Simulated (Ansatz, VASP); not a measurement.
PbS: VASP beside Ansatz

The input run.py:

```python
from ase.calculators.vasp import Vasp
from ase.dft.bandgap import bandgap
from ase.io import read

atoms = read('PbS.xyz')
calc = Vasp(
    directory='calc',
    xc='rpbe',
    pp='PBE',
    setups='minimal',
    prec='Accurate',
    encut=500,
    ediff=1e-07,
    ismear=0,
    sigma=0.02,
    lreal=False,
    lasph=True,
    nelm=80,
    algo='Normal',
    isif=2,
    lwave=False,
    lcharg=False,
    kpts=[8, 8, 8],
    gamma=True,
)
atoms.calc = calc

print('energy (eV):', atoms.get_potential_energy())
print('free energy (eV):', atoms.get_potential_energy(force_consistent=True))
print('forces (eV/A):')
print(atoms.get_forces())
print('stress (eV/A^3, Voigt):', atoms.get_stress())
print('Fermi level (eV):', calc.get_fermi_level())
gap, top, bottom = bandgap(calc)
print('band gap (eV):', gap, 'from (spin, k, band)', top, 'to', bottom)
```

Contents of PbS.xyz:

```xyz
2
Lattice="2.1126617058 1.2197458045 3.4519162518 -2.1126617058 1.2197458045 3.4519162518 0.0000000000 -2.4394916091 3.4519162518" Properties=species:S:1:pos:R:3 pbc="T T T"
Pb     0.0000000000     -0.0000000001     10.1544928558
S      0.0000000000      0.0000000000      4.9193488057
```

File input.yaml:

```yaml
crystal:
  lattice:
    - [2.1126617058, 1.2197458045, 3.4519162518]
    - [-2.1126617058, 1.2197458045, 3.4519162518]
    - [0.0, -2.4394916091, 3.4519162518]
  atoms:
    - { symbol: Pb, position: [0.98056578, 0.98056578, 0.98056578] }
    - { symbol: S, position: [0.47503555, 0.47503555, 0.47503555] }
hamiltonian:
  xc: rpbe
  pseudopotentials: { kind: paw }
kpoints:
  mp_grid: { grid: [8, 8, 8] }
scf:
  occupations: { method: gaussian, width: 0.02 }
output:
  forces: true
  stress: true
  eigenvalues: true
```

The cell is a database's computed one.

Alike in both runs: task single point; functional RPBE; k mesh 8 × 8 × 8; occupations gaussian, width 0.02 eV; no spin polarisation.

|  | VASP | Ansatz |
| --- | --- | --- |
| version | VASP 6.6.1 | Ansatz 0.2.0 |
| potentials or method | VASP PAW PBE potentials, release 64 (Pb, S) | Ansatz PAW |
| plane-wave cutoff (eV) | 500 | 420 |
| valence electrons in the cell | 10 | 20 |

|  | VASP | Ansatz | Ansatz less VASP |
| --- | --- | --- | --- |
| gap on the k mesh at the Fermi level (eV) | 0.56 | 0.55 | -0.009 |
| least direct gap on the mesh (eV) | 0.56 | 0.55 | -0.009 |
| pressure (GPa) | 2.4 | 2.8 | +0.48 |
| rms of the force components (eV/Å) | 0.016 | 0.014 | -0.0022 |

Atom by atom the forces differ by 0.002 eV/Å (rms over components). The two sets of potentials don't hold the same shells in valence.

Caveats: spin-orbit coupling is left out, which as a rule narrows the gap of such compounds by several tenths of an eV; the PAW data sets were made with another functional, which shifts forces and pressure a little (VASP); the PAW data sets come from PBE, with cores solved anew for the run's functional, which leaves a small shift of forces and pressure (Ansatz). A k mesh can miss the band edges.
